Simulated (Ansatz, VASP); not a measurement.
One calculation of Os, two programs

INCAR

```
SYSTEM = Os
PREC = Accurate
ENCUT = 520
EDIFF = 1E-7
ISMEAR = -1
SIGMA = 0.05
LREAL = .False.
LASPH = .True.
NELM = 100
ALGO = Normal
ISIF = 2
LWAVE = .False.
LCHARG = .True.
GGA = PS
LELF = .True.
LVHAR = .True.
NBANDS = 10
```

Contents of KPOINTS:

```
Automatic mesh
0
Gamma
  14 14 14
  0 0 0
```

File POSCAR:

```
Os
1.0
    0.0000000000      1.8866500000      1.9450000000
    1.8866500000      0.0000000000      1.9450000000
    1.8866500000      1.8866500000      0.0000000000
Os
1
Direct
    0.0000000000      0.0000000000      0.0000000000
```

Input for Ansatz:

```yaml
crystal:
  lattice:
    - [0.0, 1.88665, 1.945]
    - [1.88665, 0.0, 1.945]
    - [1.88665, 1.88665, 0.0]
  atoms:
    - { symbol: Os, position: [0.0, 0.0, 0.0] }
kpoints:
  mp_grid: { grid: [14, 14, 14] }
  band_path:
    path:
      - [0.0, 0.0, 0.0]
      - [0.0, 0.5, 0.5]
      - [0.25, 0.75, 0.5]
      - [0.0, 0.5, 0.0]
      - [0.0, 0.0, 0.0]
      - [0.5, 0.5, 0.0]
      - [0.3676125, 0.6323875, 0.0]
      - [-0.3676125, 0.3676125, 0.0]
      - [0.0, 0.0, 0.0]
    npoints: 5
scf:
  occupations: { method: fermi_dirac, width: 0.05 }
hamiltonian:
  xc: pbesol
  pseudopotentials: { kind: all_electron, lapw: { basis_error: 0.0005 } }
output:
  forces: true
  stress: true
  eigenvalues: true
```

Change from the starting cell: equal xx and yy strain of -3 %.

Alike in both runs: task single point; functional PBEsol; k mesh 14 × 14 × 14; occupations fermi-dirac, width 0.05 eV; no spin polarisation.

```csv
,VASP,Ansatz
version,VASP 6.6.1,Ansatz 0.2.0
potentials or method,"VASP PAW PBE potentials, release 64 (Os)","all-electron LAPW, scalar-relativistic"
plane-wave cutoff (eV),520,see its input
```

|  | VASP | Ansatz | Ansatz less VASP |
| --- | --- | --- | --- |
| pressure (GPa) | 4.0 | 3.4 | -0.63 |
| largest component of the traceless stress (GPa) | 6.91 | 6.90 | -0.011 |

Ansatz ran all-electron here, so the differences hold the error of VASP's frozen core and of both bases.

Caveats: the PAW data sets were made with another functional, which shifts forces and pressure a little (VASP). The runs have no spin-orbit coupling, so splittings on Os are missing.
